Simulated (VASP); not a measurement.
# GaAs (P6_3/mmc) in VASP: further runs

One crystal, GaAs, is run at these levels: PBE; tasks: single point, relaxation of cell and atoms.

All numbers are computed with VASP 6.6.1; they aren't measurements. Logs are shortened: lines on timing, memory, paths and dates and some standing lists are left out, and cuts for length are marked.

**1. The structure**

The structure is hexagonal, space group P6_3/mmc (No. 194). The conventional cell has a = 3.747 Å, b = 3.747 Å, c = 6.507 Å, α = 90.00°, β = 90.00°, γ = 120.00°. Around Ga (site symmetry -3m) lie 6 As at 2.71 Å. As (site symmetry -6m2) is surrounded by 6 Ga at 2.71 Å.

The cell was built by a generator and needn't be a form met in nature.

**2. Single point, PBE**

File INCAR:

```
ALGO = Normal
EDIFF = 1E-6
ENCUT = 520
GGA = PE
ISIF = 2
ISMEAR = 0
LASPH = True
LCHARG = False
LREAL = False
LWAVE = False
NBANDS = 26
NELM = 100
PREC = Accurate
SIGMA = 0.1
```

File KPOINTS:

```
k-points
0
Gamma
  6 6 4
```

File POSCAR:

```
GaAs
1.0
    3.7471616831      0.0000000000      0.0000000000
   -1.8735808416      3.2451372097      0.0000000000
    0.0000000000      0.0000000000      6.5072305183
Ga As
2 2
Direct
    0.0000000000      0.0000000000      0.0000000000
    0.0000000000      0.0000000000      0.5000000000
    0.3333333333      0.6666666667      0.7500000000
    0.6666666667      0.3333333333      0.2500000000
```

Potentials or basis: VASP PAW PBE potentials, release 64 (Ga_d, As).

On the command line:

```bash
> cat potpaw_PBE.64/Ga_d/POTCAR potpaw_PBE.64/As/POTCAR > POTCAR
> mpirun -np 1 vasp_std > vasp.out
```

OUTCAR:

```text
EDIFF = 1E-6
   ENCUT = 520
   GGA = PE
   ISIF = 2
   ISMEAR = 0
   LASPH = True
   LREAL = False
   NELM = 100
   PREC = Accurate

 ion  position               nearest neighbor table
   1  0.000  0.000  0.000-   3 2.71   4 2.71   4 2.71   3 2.71   4 2.71   3 2.71
   2  0.000  0.000  0.500-   3 2.71   4 2.71   4 2.71   3 2.71   4 2.71   3 2.71
   3  0.333  0.667  0.750-   1 2.71   2 2.71   1 2.71   2 2.71   1 2.71   2 2.71
   4  0.667  0.333  0.250-   1 2.71   2 2.71   1 2.71   2 2.71   1 2.71   2 2.71

  LATTYP: Found a hexagonal cell.
 ALAT       =     3.7471616831
 C/A-ratio  =     1.7365758589

  Lattice vectors:

 A1 = (   3.7471616831,   0.0000000000,   0.0000000000)
 A2 = (  -1.8735808416,   3.2451372097,   0.0000000000)
 A3 = (   0.0000000000,   0.0000000000,   6.5072305183)

Analysis of symmetry for initial positions (statically):
=====================================================================
 Subroutine PRICEL returns:
 Original cell was already a primitive cell.

 Routine SETGRP: Setting up the symmetry group for a
 hexagonal supercell.

 Subroutine GETGRP returns: Found 24 space group operations
 (whereof 12 operations were pure point group operations)
 out of a pool of 24 trial point group operations.

The static configuration has the point symmetry D_3d.
 The point group associated with its full space group is D_6h.

Analysis of symmetry for dynamics (positions and initial velocities):
=====================================================================
 Subroutine PRICEL returns:
 Original cell was already a primitive cell.

 Routine SETGRP: Setting up the symmetry group for a
 hexagonal supercell.

 Subroutine GETGRP returns: Found 24 space group operations
 (whereof 12 operations were pure point group operations)
 out of a pool of 24 trial point group operations.

The dynamic configuration has the point symmetry D_3d.
 The point group associated with its full space group is D_6h.

 Subroutine INISYM returns: Found 24 space group operations
 (whereof 12 operations are pure point group operations),
 and found     1 'primitive' translations

----------------------------------------------------------------------------------------

                                     Primitive cell

  volume of cell :      79.1283

  direct lattice vectors                    reciprocal lattice vectors
     3.747161683  0.000000000  0.000000000     0.266868655  0.154076690  0.000000000
    -1.873580842  3.245137210  0.000000000     0.000000000  0.308153380  0.000000000
     0.000000000  0.000000000  6.507230518     0.000000000  0.000000000  0.153675207

  length of vectors
     3.747161683  3.747161683  6.507230518     0.308153380  0.308153380  0.153675207

  position of ions in fractional coordinates (direct lattice)
     0.000000000  0.000000000  0.000000000
     0.000000000  0.000000000  0.500000000
     0.333333333  0.666666667  0.750000000
     0.666666667  0.333333333  0.250000000

  ion indices of the primitive-cell ions
   primitive index   ion index
                 1           1
                 2           2
                 3           3
                 4           4

----------------------------------------------------------------------------------------

 KPOINTS: k-points

Automatic generation of k-mesh.
 Grid dimensions read from file:
 generate k-points for:    6    6    4

 Generating k-lattice:

  Cartesian coordinates                     Fractional coordinates (reciprocal lattice)
     0.044478109  0.025679448  0.000000000     0.166666667  0.000000000  0.000000000
     0.000000000  0.051358897  0.000000000     0.000000000  0.166666667  0.000000000
     0.000000000  0.000000000  0.038418802     0.000000000  0.000000000  0.250000000

  Length of vectors
     0.051358897  0.051358897  0.038418802

  Shift w.r.t. Gamma in fractional coordinates (k-lattice)
     0.000000000  0.000000000  0.000000000

 Subroutine IBZKPT returns following result:
 ===========================================

 Found     21 irreducible k-points:

 Following reciprocal coordinates:
            Coordinates               Weight
  0.000000  0.000000  0.000000      1.000000
  0.166667  0.000000  0.000000      6.000000
  0.333333 -0.000000  0.000000      6.000000
  0.500000  0.000000  0.000000      3.000000
  0.166667  0.166667  0.000000      6.000000
  0.333333  0.166667  0.000000     12.000000
[... 13 lines left out ...]
  0.333333  0.166667  0.500000     12.000000
  0.333333  0.333333  0.500000      2.000000
   k-points           NKPTS =     21   k-points in BZ     NKDIM =     21   number of bands    NBANDS=     26
   number of dos      NEDOS =    301   number of ions     NIONS =      4
   total plane-waves  NPLWV =  37632
   dimension x,y,z NGX =    28 NGY =   28 NGZ =   48
   dimension x,y,z NGXF=    56 NGYF=   56 NGZF=   96
   ions per type =               2   2
   NGX,Y,Z   is equivalent  to a cutoff of  12.42, 12.42, 12.26 a.u.
   NGXF,Y,Z  is equivalent  to a cutoff of  24.84, 24.84, 24.53 a.u.
 SYSTEM =  unknown system
   PREC   = accura    normal or accurate (medium, high low for compatibility)
   ISTART =      0    job   : 0-new  1-cont  2-samecut
   ICHARG =      2    charge: 1-file 2-atom 10-const
   ISPIN  =      1    spin polarized calculation?
   LNONCOLLINEAR =      F non collinear calculations
   LSORBIT =      F    spin-orbit coupling
   LASPH  =      T    aspherical Exc in radial PAW
   ENCUT  =  520.0 eV  38.22 Ry    6.18 a.u.   6.97  6.97 12.10*2*pi/ulx,y,z
   NELM   =    100;   NELMIN=  2; NELMDL= -5     # of ELM steps
   EDIFF  = 0.1E-05   stopping-criterion for ELM
   LREAL  =      F    real-space projection
   EDIFFG = 0.1E-04   stopping-criterion for IOM
   NSW    =      0    number of steps for IOM
   IBRION =     -1    ionic relax: 0-MD 1-quasi-New 2-CG
   NFREE  =      0    steps in history (QN), initial steepest desc. (CG)
   ISIF   =      2    stress and relaxation
   ISYM   =      2    0-nonsym 1-usesym 2-fastsym
   POTIM  = 0.5000    time-step for ionic-motion
   TEBEG  =    0.0;   TEEND  =   0.0 temperature during run
   PSTRESS=    0.0 pullay stress
   NELECT =      36.0000    total number of electrons
   NUPDOWN=      -1.0000    fix difference up-down
   EMIN   =  10.00;   EMAX   =-10.00  energy-range for DOS
   EFERMI =   0.00;   METHOD = LEGACY
   ISMEAR =     0;   SIGMA  =   0.10  broadening in eV -4-tet -1-fermi 0-gaus
   EFERMI_NEDOS =   21; number of points for ismear=-14 and -15
   IALGO  =     38    algorithm
   IMIX   =      4    mixing-type and parameters
     AMIX     =   0.40;   BMIX     =  1.00
     AMIX_MAG =   1.60;   BMIX_MAG =  1.00
  volume/ion in A,a.u.               =      19.78       133.50
  Fermi-wavevector in a.u.,A,eV,Ry     =   1.259114  2.379381 21.570247  1.585368
  Thomas-Fermi vector in A             =   2.392690
   LORBIT       =      0    0 simple, 1 ext, 2 COOP (PROOUT), +10 PAW based schemes
   GGA     = PE    functional components
   LHFCALC =     F    Hartree Fock is set to
   AEXX    =    0.0000 exact exchange contribution
   IVDW    =     0    specifies the selected vdW correction
   LEPSILON=     F    determine dielectric tensor
   LRPA    =     F    only Hartree local field effects (RPA)
 non-spin polarized calculation
 Gauss-broadening in eV      SIGMA  =   0.10
  energy-cutoff  :      520.00
  volume of cell :       79.13
 maximum number of plane-waves:      2148
 NGX is ok and might be reduce to    28
   NGX = 13   NGY = 13   NGZ = 25

 number of electron      36.0000004 magnetization

 Free energy of the ion-electron system (eV)
  ---------------------------------------------------
  ext. energy  EPLUGINS =         0.00000000
  ---------------------------------------------------
  free energy    TOTEN  =       -15.19277452 eV

  energy without entropy =      -15.19077668  energy(sigma->0) =      -15.19177560

 E-fermi :   5.1387     XC(G=0): -10.5432

 val. band max:        5.0159664614   @ k =   0.5000   0.0000   0.2500
 cond. band min:       5.2195030252   @ k =   0.0000   0.0000   0.0000
 fundamental gap:      0.2035365638
 Fermi energy:         5.1386675650

 k-point     1 :       0.0000    0.0000    0.0000
  band No.  band energies     occupation
      1      -9.6627      2.00000
      2      -9.6410      2.00000
      3      -9.6410      2.00000
      4      -9.5963      2.00000
      5      -9.5963      2.00000
      6      -9.5846      2.00000
[... 18 lines left out ...]
     25      11.0172      0.00000
     26      11.1967      0.00000

 k-point     2 :       0.1667    0.0000    0.0000
  band No.  band energies     occupation
      1      -9.6783      2.00000
      2      -9.6584      2.00000
      3      -9.6397      2.00000
      4      -9.6036      2.00000
      5      -9.5896      2.00000
      6      -9.5886      2.00000
[... 18 lines left out ...]
     25      11.4623      0.00000
     26      11.9385      0.00000

 k-point     3 :       0.3333   -0.0000    0.0000
  band No.  band energies     occupation
      1      -9.7472      2.00000
      2      -9.6504      2.00000
      3      -9.6413      2.00000
      4      -9.6200      2.00000
      5      -9.5962      2.00000
      6      -9.5805      2.00000
[... 18 lines left out ...]
     25      13.4914      0.00000
     26      13.5689      0.00000

 k-point     4 :       0.5000    0.0000    0.0000
  band No.  band energies     occupation
      1      -9.7786      2.00000
      2      -9.6468      2.00000
      3      -9.6433      2.00000
      4      -9.6287      2.00000
      5      -9.5998      2.00000
      6      -9.5783      2.00000
[... 18 lines left out ...]
     25      12.3249      0.00000
     26      14.0569      0.00000
[... 409 lines left out ...]
      1      -9.6692      2.00000
      2      -9.6692      2.00000
      3      -9.6151      2.00000
      4      -9.6151      2.00000
      5      -9.5886      2.00000
      6      -9.5886      2.00000
[... 18 lines left out ...]
     25      12.3647      0.00000
     26      12.3647      0.00000

 k-point    20 :       0.3333    0.1667    0.5000
  band No.  band energies     occupation
      1      -9.6933      2.00000
      2      -9.6933      2.00000
      3      -9.6199      2.00000
      4      -9.6199      2.00000
      5      -9.5876      2.00000
      6      -9.5876      2.00000
[... 18 lines left out ...]
     25      13.9308      0.00000
     26      13.9308      0.00000

 k-point    21 :       0.3333    0.3333    0.5000
  band No.  band energies     occupation
      1      -9.6900      2.00000
      2      -9.6900      2.00000
      3      -9.6315      2.00000
      4      -9.6315      2.00000
      5      -9.5769      2.00000
      6      -9.5769      2.00000
[... 18 lines left out ...]
     25      14.2613      0.00000
     26      14.2613      0.00000

------------------------ aborting loop because EDIFF is reached ----------------------------------------

  FORCE on cell =-STRESS in cart. coord.  units (eV):
  Direction    XX          YY          ZZ          XY          YZ          ZX
  --------------------------------------------------------------------------------------
  -------------------------------------------------------------------------------------
  Total        0.0809935      0.0809935      0.2145134     -0.0000000      0.0000000      0.0000000
  in kB        1.6399441      1.6399441      4.3434349     -0.0000000      0.0000000      0.0000000
  external PRESSURE =       2.5411077 kB  Pullay stress =       0.0000000 kB

 VOLUME and BASIS-vectors are now :
 -----------------------------------------------------------------------------
  energy-cutoff  :      520.00
  volume of cell :       79.13
      direct lattice vectors                 reciprocal lattice vectors
     3.747161683  0.000000000  0.000000000     0.266868655  0.154076690  0.000000000
    -1.873580842  3.245137210  0.000000000     0.000000000  0.308153380  0.000000000
     0.000000000  0.000000000  6.507230518     0.000000000  0.000000000  0.153675207

 POSITION                                       TOTAL-FORCE (eV/Angst)
 -----------------------------------------------------------------------------------
      0.00000      0.00000      0.00000        -0.000000     -0.000000      0.000000
      0.00000      0.00000      3.25362        -0.000000     -0.000000      0.000000
     -0.00000      2.16342      4.88042         0.000000     -0.000000     -0.000000
      1.87358      1.08171      1.62681        -0.000000      0.000000      0.000000
 -----------------------------------------------------------------------------------
    total drift:                               -0.000000      0.000000      0.000000

  FREE ENERGIE OF THE ION-ELECTRON SYSTEM (eV)
  ---------------------------------------------------
  free  energy   TOTEN  =       -15.1927745239 eV

  energy  without entropy=      -15.1907766794  energy(sigma->0) =      -15.19177560
```

Wall time 22 s (1 thread of AMD EPYC 9R14 (Zen 4), shared host); peak memory 0.17 GiB.

What came out:

| Property | Result |
| --- | --- |
| Free energy | -15.1928 eV |
| Pressure | 0.3 GPa |
| Band gap on the k mesh | none (metal or under the smearing width) |

**3. Relaxation of cell and atoms, PBE**

This run uses another cell than the first one, of 17.37 Å³/atom, 0.878 times its volume.

File INCAR:

```
SYSTEM = GaAs
PREC = Accurate
ENCUT = 600
EDIFF = 1E-6
ISMEAR = 0
SIGMA = 0.1
LREAL = .FALSE.
LASPH = .TRUE.
NELM = 100
ALGO = Fast
ISIF = 3
LWAVE = .FALSE.
LCHARG = .FALSE.
GGA = PE
IBRION = 2
NSW = 90
EDIFFG = -0.04
```

File KPOINTS:

```
Automatic mesh
0
G
  6 6 4
  0 0 0
```

File POSCAR:

```
GaAs
1.0
    3.6518093000      0.0000000000      0.0000000000
   -1.8259046500      3.1625596200      0.0000000000
    0.0000000000      0.0000000000      6.0166831200
Ga As
2 2
Direct
    0.0000000000      0.0000000000      0.0000000000
    0.0000000000      0.0000000000      0.5000000000
    0.3333333300      0.6666666700      0.7500000000
    0.6666666700      0.3333333300      0.2500000000
```

Potentials or basis: VASP PAW PBE potentials, release 64 (Ga_d, As).

On the command line:

```bash
> cat potpaw_PBE.64/Ga_d/POTCAR potpaw_PBE.64/As/POTCAR > POTCAR
> mpirun -np 1 vasp_std > vasp.out
```

It took 2.2 min on 1 thread of AMD EPYC 9R14 (Zen 4), shared host; peak memory 0.2 GiB.

The run converged. Its results:

- Free energy: -15.1916 eV
- Relaxed volume: 19.81 Å³/atom
- Relaxed cell: a = 3.747 Å, b = 3.747 Å, c = 6.519 Å, α = 90.00°, β = 90.00°, γ = 120.00°
- Space group after relaxing (to 0.05 Å): P6_3/mmc (No. 194)
- Energy gained by relaxing: 104.3 meV/atom
- Ionic steps: 8
- Pressure after relaxing: 0.2 GPa
- Band gap on the k mesh: none (metal or under the smearing width)

The path:
| step | energy change (eV) | largest force (eV/Å) | pressure (GPa) | volume (Å³) |
| --- | --- | --- | --- | --- |
| 1 | 0.0000 | 0.0000 | 13.05 | 69.49 |
| 2 | -0.3455 | 0.0000 | -3.69 | 84.69 |
| 3 | -0.3997 | 0.0000 | -0.25 | 79.97 |
| 4 | -0.3996 | 0.0000 | -0.39 | 80.19 |
| 5 | -0.4119 | 0.0000 | -0.31 | 79.97 |
| 6 | -0.4163 | 0.0000 | -0.27 | 79.80 |
| 7 | -0.4168 | 0.0000 | -0.29 | 79.72 |
| 8 | -0.4170 | 0.0000 | 0.18 | 79.25 |

Final structure:
```
CELL_PARAMETERS angstrom
3.74651 0.00000 0.00000
-1.87326 3.24458 0.00000
0.00000 0.00000 6.51948
ATOMIC_POSITIONS crystal
Ga 0.00000 0.00000 0.00000
Ga 0.00000 0.00000 0.50000
As 0.33333 0.66667 0.75000
As 0.66667 0.33333 0.25000
```

Levels at points of the mesh, in eV from the Fermi level:
```
           k point  band 16  band 17  band 18  band 19  band 20  band 21
(0.00, 0.00, 0.00)     0.09     0.09     0.55     0.55     2.81     5.14
(0.50, 0.00, 0.00)    -3.97    -2.19     0.25     1.17     1.62     2.59
(0.00, 0.00, 0.50)     0.36     0.36     0.36     2.21     2.21     4.70
(0.50, 0.00, 0.50)    -1.89    -1.34    -1.34    -0.60    -0.60     3.58
```

(Part 1 of 2 ends here.)
